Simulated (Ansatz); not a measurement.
The system is In.

```
In
1.0
     3.33548    0.00000    0.00000
    -1.66774    2.88861    0.00000
     0.00000    0.00000    5.50914
In
2
Direct
  0.66667 0.33333 0.75000
  0.33333 0.66667 0.25000
```

This isn't the form of In at room conditions, which is tetragonal.

Base run:

- Program: Ansatz 0.2.0
- Functional: PBE
- Potentials or basis: all-electron LAPW, scalar-relativistic
- Cutoff: 168 eV (chosen from the basis error)
- Basis error allowed: 0.001 eV/atom
- k mesh: 9 × 9 × 5
- Occupations: gaussian, width 0.1 eV
- Spin: no spin polarisation

Its results: pressure 1.5 GPa.

Task: The run is repeated on the same cell with these changes: functional from PBE to PBEsol; occupations from gaussian, width 0.1 eV to gaussian, width 0.02 eV. What comes out?

Result: Pressure -1.5 GPa.
